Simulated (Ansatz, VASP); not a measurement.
**SiO2: VASP beside Ansatz**

```
Si O
1.0
     4.40556    0.00000    0.00000
     0.00000    4.40556    0.00000
     0.00000    0.00000    2.90572
Si O
2 4
Direct
  0.50000 0.50000 0.50000
  0.00000 0.00000 0.00000
  0.69302 0.69302 0.00000
  0.19302 0.80698 0.50000
  0.30698 0.30698 0.00000
  0.80698 0.19302 0.50000
```

Change from the starting cell: strain +0.040 along x and y, +0.080 along z, atoms carried along.

Alike in both runs: task single point; functional PBE; k mesh 6 × 6 × 8; occupations gaussian, width 0.05 eV; no spin polarisation.

|  | VASP | Ansatz |
| --- | --- | --- |
| version | VASP 6.6.1 | Ansatz 0.2.0 |
| potentials or method | VASP PAW PBE potentials, release 64 (Si, O) | scalar-relativistic, plane waves, PAW |
| plane-wave cutoff (eV) | 520 | 420 |
| valence electrons in the cell | 32 | 32 |

VASP gave:

* gap on the k mesh at the Fermi level (eV): 2.41
* least direct gap on the mesh (eV): 2.41
* pressure (GPa): -34.2
* largest component of the traceless stress (GPa): 12.63
* rms of the force components (eV/Å): 0.210

**Question.** Estimate Ansatz's values.

**Answer.** gap on the k mesh at the Fermi level (eV): 2.43; least direct gap on the mesh (eV): 2.43; pressure (GPa): -34.3; largest component of the traceless stress (GPa): 12.89; rms of the force components (eV/Å): 0.215.

Atom by atom the forces differ by 0.005 eV/Å (rms over components). With one functional, cell and mesh, what is left measures potentials, basis and numerics.

Caveats: the cell as given lies far from equilibrium; so large a pressure means that the cell lies far from this level's equilibrium, or that cutoff or potentials fall short (VASP).
